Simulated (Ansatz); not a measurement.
Born–Oppenheimer molecular dynamics of a periodic cell of 20 atoms, HC₉ (surface graphene monolayer, adsorbate H2). It starts from a relaxed structure.

These are results of DFT PBE-D3(BJ), scalar-relativistic, plane waves, PAW (Ansatz), not measurements. Settings: accuracy low, cutoff 420 eV, k mesh 2x2x1, fermi-dirac smearing 0.02 eV, no spin polarisation.

```json
{
  "ensemble": "NVE (velocity Verlet)",
  "time step": "0.5 fs",
  "steps asked": "50",
  "starting velocities drawn for": "600 K",
  "seed": "180180"
}
```

Frames 1 fs apart, positions in Å, forces in eV/Å.

Velocities at 10.0 fs (Å/ps):

```
C 3.11 -5.29 0.11
C -7.00 0.85 -1.56
C -1.38 3.25 0.34
C 0.35 -3.30 0.70
C 2.65 2.06 -6.39
C 5.15 2.80 0.31
C 2.49 -1.12 2.40
C -1.76 -3.06 4.71
C 4.80 0.21 -1.95
C -15.10 -0.70 -3.23
C -1.55 -1.92 4.91
C 4.59 1.07 3.75
C 3.06 -4.27 3.13
C -4.58 2.05 2.26
C 13.85 5.70 -3.74
C -3.52 -5.00 -5.55
C -3.09 3.13 1.29
C 0.35 5.68 -1.58
H -5.38 -2.56 -18.89
H -23.09 -22.79 19.83
```

```xyz
20
Lattice="7.3980 0.0000 0.0000 -3.6990 6.4069 0.0000 0.0000 0.0000 12.0000" Properties=species:S:1:pos:R:3:forces:R:3 time_fs=10.0 energy_less_start_eV=0.752 T=295
C -0.061 0.025 0.825 0.56 -0.60 0.65
C 1.209 0.698 0.841 -2.19 0.90 -0.38
C -1.334 2.142 0.844 1.90 0.77 0.05
C -0.065 2.847 0.836 -0.34 0.04 0.49
C -2.517 4.329 0.757 1.05 -0.91 0.70
C -1.257 5.020 0.849 -0.29 -0.40 -0.11
C 2.439 0.005 0.849 -0.23 0.92 0.54
C 3.645 0.776 0.931 -0.46 -1.54 -1.39
C 1.135 2.128 0.822 2.40 0.48 0.07
C 2.456 2.857 0.805 -3.23 -0.33 0.13
C -0.046 4.290 0.919 0.44 -0.48 -0.88
C 1.182 4.993 0.878 0.15 0.35 0.13
C 4.816 0.058 0.841 2.97 -2.17 1.07
C 6.103 0.735 0.895 -0.77 0.03 -0.92
C 3.644 2.168 0.778 1.43 0.77 0.80
C 4.880 2.909 0.790 -0.87 -1.22 -0.16
C 2.455 4.239 0.864 -1.47 2.34 -0.27
C 3.671 4.987 0.845 -1.06 1.05 -0.51
H 4.097 1.750 3.723 -1.22 0.20 -0.97
H 4.649 1.658 4.161 1.22 -0.20 0.96
20
Lattice="7.3980 0.0000 0.0000 -3.6990 6.4069 0.0000 0.0000 0.0000 12.0000" Properties=species:S:1:pos:R:3:forces:R:3 time_fs=11.0 energy_less_start_eV=0.591 T=360
C -0.058 0.019 0.825 0.46 0.05 0.65
C 1.201 0.699 0.839 -1.87 0.56 -0.37
C -1.334 2.146 0.844 2.10 0.25 0.06
C -0.065 2.843 0.836 -0.31 0.15 0.50
C -2.514 4.330 0.751 0.84 -0.80 0.73
C -1.252 5.022 0.849 -0.70 -0.46 -0.14
C 2.441 0.004 0.851 -0.41 1.00 0.51
C 3.643 0.773 0.935 -0.05 -1.29 -1.43
C 1.140 2.128 0.820 1.87 0.52 0.07
C 2.440 2.856 0.802 -2.07 -0.11 0.14
C -0.047 4.288 0.924 1.08 -0.33 -0.91
C 1.187 4.995 0.882 -0.47 0.08 0.16
C 4.820 0.053 0.844 2.62 -1.75 1.08
C 6.098 0.737 0.896 -0.57 0.08 -0.93
C 3.659 2.174 0.774 0.30 0.46 0.84
C 4.876 2.904 0.784 -0.74 -0.67 -0.15
C 2.452 4.243 0.865 -1.24 1.88 -0.30
C 3.671 4.993 0.843 -0.84 0.39 -0.50
H 4.086 1.748 3.700 -0.35 0.07 -0.31
H 4.631 1.634 4.185 0.35 -0.07 0.31
20
Lattice="7.3980 0.0000 0.0000 -3.6990 6.4069 0.0000 0.0000 0.0000 12.0000" Properties=species:S:1:pos:R:3:forces:R:3 time_fs=12.0 energy_less_start_eV=0.509 T=393
C -0.054 0.014 0.826 0.14 0.61 0.64
C 1.192 0.701 0.837 -1.21 0.24 -0.34
C -1.333 2.149 0.845 1.98 -0.17 0.05
C -0.065 2.840 0.838 -0.17 0.38 0.49
C -2.510 4.332 0.746 0.56 -0.66 0.76
C -1.247 5.025 0.849 -0.99 -0.60 -0.15
C 2.443 0.004 0.854 -0.79 1.11 0.46
C 3.641 0.768 0.938 0.46 -0.89 -1.46
C 1.147 2.129 0.818 1.20 0.50 0.08
C 2.422 2.855 0.799 -0.77 0.13 0.15
C -0.048 4.286 0.928 1.42 -0.29 -0.93
C 1.191 4.996 0.886 -0.78 -0.18 0.17
C 4.826 0.046 0.849 2.14 -1.28 1.07
C 6.093 0.740 0.898 -0.25 0.03 -0.92
C 3.673 2.181 0.771 -1.06 -0.11 0.88
C 4.872 2.898 0.778 -0.21 -0.08 -0.12
C 2.447 4.248 0.866 -1.16 1.44 -0.32
C 3.670 5.000 0.841 -0.52 -0.20 -0.51
H 4.073 1.747 3.675 0.54 -0.14 0.53
H 4.616 1.610 4.212 -0.54 0.14 -0.53
20
Lattice="7.3980 0.0000 0.0000 -3.6990 6.4069 0.0000 0.0000 0.0000 12.0000" Properties=species:S:1:pos:R:3:forces:R:3 time_fs=13.0 energy_less_start_eV=0.522 T=388
C -0.050 0.009 0.828 -0.31 1.08 0.60
C 1.182 0.702 0.835 -0.37 -0.02 -0.29
C -1.331 2.153 0.845 1.67 -0.50 0.03
C -0.065 2.837 0.839 0.05 0.67 0.48
C -2.506 4.332 0.741 0.26 -0.52 0.78
C -1.244 5.026 0.849 -1.19 -0.76 -0.14
C 2.445 0.005 0.858 -1.22 1.18 0.39
C 3.639 0.763 0.940 0.99 -0.44 -1.47
C 1.156 2.130 0.816 0.42 0.41 0.09
C 2.403 2.855 0.796 0.57 0.42 0.16
C -0.047 4.283 0.931 1.53 -0.29 -0.94
C 1.195 4.997 0.890 -0.92 -0.40 0.18
C 4.835 0.039 0.854 1.55 -0.76 1.04
C 6.087 0.742 0.898 0.15 -0.06 -0.88
C 3.687 2.187 0.769 -2.49 -0.83 0.90
C 4.867 2.892 0.773 0.57 0.55 -0.07
C 2.441 4.255 0.867 -1.10 1.01 -0.35
C 3.669 5.006 0.838 -0.19 -0.73 -0.50
H 4.064 1.744 3.654 0.95 -0.28 1.03
H 4.596 1.587 4.233 -0.94 0.28 -1.03
20
Lattice="7.3980 0.0000 0.0000 -3.6990 6.4069 0.0000 0.0000 0.0000 12.0000" Properties=species:S:1:pos:R:3:forces:R:3 time_fs=14.0 energy_less_start_eV=0.581 T=364
C -0.047 0.005 0.830 -0.76 1.45 0.56
C 1.171 0.704 0.832 0.49 -0.19 -0.24
C -1.327 2.156 0.846 1.27 -0.77 0.00
C -0.065 2.835 0.841 0.29 0.96 0.46
C -2.502 4.332 0.737 -0.03 -0.40 0.79
C -1.241 5.028 0.849 -1.30 -0.88 -0.13
C 2.445 0.007 0.862 -1.58 1.16 0.31
C 3.638 0.757 0.940 1.44 0.01 -1.45
C 1.164 2.132 0.814 -0.41 0.24 0.10
C 2.385 2.854 0.793 1.85 0.75 0.17
C -0.045 4.281 0.933 1.49 -0.29 -0.94
C 1.198 4.998 0.894 -0.98 -0.59 0.18
C 4.844 0.031 0.860 0.93 -0.21 0.98
C 6.082 0.744 0.898 0.56 -0.18 -0.82
C 3.699 2.193 0.768 -3.78 -1.58 0.90
C 4.863 2.886 0.767 1.41 1.14 -0.02
C 2.435 4.262 0.867 -0.99 0.57 -0.37
C 3.668 5.011 0.835 0.09 -1.19 -0.49
H 4.064 1.740 3.642 0.93 -0.32 1.10
H 4.568 1.566 4.245 -0.92 0.32 -1.10
20
Lattice="7.3980 0.0000 0.0000 -3.6990 6.4069 0.0000 0.0000 0.0000 12.0000" Properties=species:S:1:pos:R:3:forces:R:3 time_fs=15.0 energy_less_start_eV=0.655 T=335
C -0.044 0.002 0.832 -1.18 1.68 0.49
C 1.161 0.706 0.830 1.29 -0.22 -0.17
C -1.322 2.159 0.846 0.91 -0.87 -0.04
C -0.065 2.833 0.844 0.38 1.21 0.44
C -2.497 4.332 0.733 -0.15 -0.35 0.78
C -1.239 5.028 0.849 -1.40 -1.03 -0.11
C 2.444 0.010 0.865 -1.73 1.14 0.23
C 3.639 0.751 0.940 1.61 0.41 -1.41
C 1.172 2.134 0.813 -1.12 -0.02 0.12
C 2.368 2.854 0.791 2.95 1.01 0.17
C -0.042 4.277 0.935 1.31 -0.26 -0.92
C 1.200 4.998 0.899 -1.02 -0.69 0.18
C 4.854 0.022 0.867 0.44 0.27 0.90
C 6.077 0.746 0.897 0.91 -0.39 -0.74
C 3.707 2.197 0.767 -4.78 -2.23 0.89
C 4.860 2.881 0.761 2.13 1.67 0.04
C 2.428 4.270 0.867 -0.69 0.22 -0.39
C 3.667 5.016 0.832 0.13 -1.53 -0.46
H 4.073 1.732 3.641 0.55 -0.22 0.72
H 4.531 1.549 4.247 -0.54 0.22 -0.72
20
Lattice="7.3980 0.0000 0.0000 -3.6990 6.4069 0.0000 0.0000 0.0000 12.0000" Properties=species:S:1:pos:R:3:forces:R:3 time_fs=16.0 energy_less_start_eV=0.740 T=300
C -0.042 0.001 0.835 -1.55 1.79 0.41
C 1.152 0.707 0.827 1.89 -0.04 -0.09
C -1.316 2.160 0.846 0.80 -0.72 -0.08
C -0.065 2.833 0.847 0.11 1.33 0.41
C -2.493 4.331 0.730 -0.01 -0.46 0.76
C -1.239 5.028 0.849 -1.47 -1.28 -0.09
C 2.442 0.014 0.870 -1.46 1.22 0.17
C 3.640 0.746 0.938 1.27 0.71 -1.34
C 1.180 2.135 0.811 -1.54 -0.44 0.14
C 2.354 2.855 0.788 3.80 1.05 0.17
C -0.038 4.274 0.935 1.01 -0.15 -0.90
C 1.201 4.998 0.903 -1.13 -0.59 0.18
C 4.864 0.014 0.875 0.23 0.59 0.79
C 6.073 0.747 0.895 1.14 -0.78 -0.66
C 3.712 2.199 0.768 -5.38 -2.65 0.84
C 4.859 2.878 0.755 2.54 2.15 0.10
C 2.420 4.279 0.867 -0.03 0.03 -0.41
C 3.665 5.020 0.828 -0.23 -1.76 -0.40
H 4.087 1.722 3.646 -0.13 0.06 -0.20
H 4.489 1.534 4.243 0.14 -0.06 0.20
20
Lattice="7.3980 0.0000 0.0000 -3.6990 6.4069 0.0000 0.0000 0.0000 12.0000" Properties=species:S:1:pos:R:3:forces:R:3 time_fs=17.0 energy_less_start_eV=0.826 T=265
C -0.041 0.000 0.838 -1.81 1.83 0.32
C 1.144 0.709 0.824 2.31 0.19 -0.02
C -1.309 2.162 0.847 0.70 -0.55 -0.12
C -0.064 2.833 0.850 -0.09 1.28 0.36
C -2.489 4.330 0.728 0.04 -0.59 0.72
C -1.239 5.026 0.849 -1.40 -1.39 -0.06
C 2.439 0.018 0.874 -1.05 1.14 0.10
C 3.643 0.741 0.935 0.83 0.86 -1.24
C 1.186 2.137 0.810 -1.93 -0.79 0.16
C 2.343 2.857 0.786 4.47 1.06 0.18
C -0.033 4.271 0.936 0.62 0.09 -0.86
C 1.201 4.997 0.908 -1.27 -0.41 0.18
C 4.875 0.007 0.883 -0.06 0.86 0.66
C 6.069 0.748 0.893 1.41 -1.08 -0.56
C 3.713 2.200 0.768 -5.49 -2.73 0.78
C 4.859 2.876 0.749 2.57 2.37 0.16
C 2.412 4.287 0.867 0.72 -0.21 -0.43
C 3.664 5.022 0.824 -0.58 -1.92 -0.32
H 4.099 1.713 3.650 -0.71 0.40 -1.20
H 4.449 1.518 4.240 0.71 -0.39 1.20
20
Lattice="7.3980 0.0000 0.0000 -3.6990 6.4069 0.0000 0.0000 0.0000 12.0000" Properties=species:S:1:pos:R:3:forces:R:3 time_fs=18.0 energy_less_start_eV=0.839 T=260
C -0.042 0.002 0.841 -1.92 1.72 0.23
C 1.138 0.710 0.821 2.60 0.32 0.06
C -1.302 2.163 0.847 0.40 -0.47 -0.17
C -0.064 2.835 0.853 -0.01 1.13 0.29
C -2.485 4.329 0.726 -0.15 -0.63 0.68
C -1.241 5.024 0.848 -1.17 -1.21 -0.01
C 2.435 0.024 0.878 -0.72 0.80 0.00
C 3.646 0.737 0.932 0.56 0.93 -1.11
C 1.190 2.137 0.808 -2.35 -0.94 0.18
C 2.335 2.860 0.783 4.92 1.10 0.19
C -0.027 4.268 0.935 0.17 0.34 -0.81
C 1.201 4.996 0.913 -1.32 -0.28 0.18
C 4.885 0.000 0.892 -0.57 1.16 0.52
C 6.067 0.749 0.891 1.72 -1.17 -0.45
C 3.709 2.198 0.770 -5.09 -2.52 0.68
C 4.862 2.877 0.744 2.30 2.22 0.24
C 2.405 4.295 0.866 1.31 -0.59 -0.46
C 3.662 5.022 0.820 -0.68 -1.92 -0.25
H 4.106 1.707 3.642 -0.66 0.44 -1.29
H 4.415 1.498 4.249 0.66 -0.44 1.29
20
Lattice="7.3980 0.0000 0.0000 -3.6990 6.4069 0.0000 0.0000 0.0000 12.0000" Properties=species:S:1:pos:R:3:forces:R:3 time_fs=19.0 energy_less_start_eV=0.776 T=285
C -0.044 0.004 0.844 -1.88 1.46 0.13
C 1.134 0.712 0.818 2.74 0.38 0.14
C -1.295 2.163 0.847 -0.01 -0.43 -0.22
C -0.063 2.837 0.857 0.21 0.94 0.21
C -2.481 4.327 0.724 -0.43 -0.61 0.64
C -1.244 5.020 0.848 -0.88 -0.87 0.04
C 2.430 0.030 0.882 -0.44 0.31 -0.11
C 3.650 0.733 0.927 0.34 0.96 -0.95
C 1.193 2.137 0.807 -2.59 -0.87 0.20
C 2.332 2.863 0.781 5.05 1.03 0.21
C -0.022 4.265 0.934 -0.30 0.58 -0.74
C 1.199 4.995 0.918 -1.28 -0.17 0.16
C 4.895 -0.006 0.901 -1.13 1.45 0.37
C 6.066 0.748 0.888 1.97 -1.12 -0.33
C 3.701 2.194 0.772 -4.28 -2.09 0.56
C 4.867 2.879 0.738 1.79 1.78 0.33
C 2.399 4.302 0.865 1.76 -1.00 -0.48
C 3.660 5.021 0.815 -0.65 -1.73 -0.17
H 4.106 1.706 3.623 -0.14 0.11 -0.32
H 4.387 1.475 4.269 0.14 -0.11 0.32
20
Lattice="7.3980 0.0000 0.0000 -3.6990 6.4069 0.0000 0.0000 0.0000 12.0000" Properties=species:S:1:pos:R:3:forces:R:3 time_fs=20.0 energy_less_start_eV=0.723 T=307
C -0.048 0.008 0.848 -1.68 1.08 0.01
C 1.133 0.715 0.815 2.69 0.39 0.22
C -1.288 2.163 0.847 -0.43 -0.38 -0.26
C -0.062 2.841 0.861 0.45 0.69 0.12
C -2.477 4.325 0.724 -0.72 -0.58 0.58
C -1.247 5.016 0.847 -0.57 -0.45 0.10
C 2.425 0.037 0.887 -0.14 -0.24 -0.21
C 3.654 0.731 0.922 0.09 0.95 -0.78
C 1.193 2.137 0.806 -2.56 -0.62 0.22
C 2.332 2.868 0.779 4.83 0.80 0.23
C -0.017 4.262 0.932 -0.76 0.79 -0.66
C 1.196 4.993 0.923 -1.15 -0.04 0.14
C 4.905 -0.011 0.910 -1.63 1.67 0.22
C 6.067 0.746 0.884 2.12 -0.98 -0.20
C 3.690 2.189 0.774 -3.19 -1.51 0.42
C 4.873 2.882 0.733 1.12 1.16 0.43
C 2.394 4.309 0.863 2.10 -1.37 -0.49
C 3.657 5.019 0.810 -0.57 -1.38 -0.09
H 4.105 1.705 3.601 0.28 -0.28 0.75
H 4.360 1.450 4.292 -0.27 0.28 -0.74
```

Of the whole run (25 fs, mean temperature of the second half 325 K): The conserved energy stayed within 0.25 meV per atom of its start (net change 0.17 meV per atom), so the integration is sound. A run of 0.025 ps of so small a system gives no equilibrium averages. Limits of this set-up: coarse k mesh, slab without dipole correction, low accuracy level.

Time of the run: 4.7 min on 1 CPU thread of a shared host.
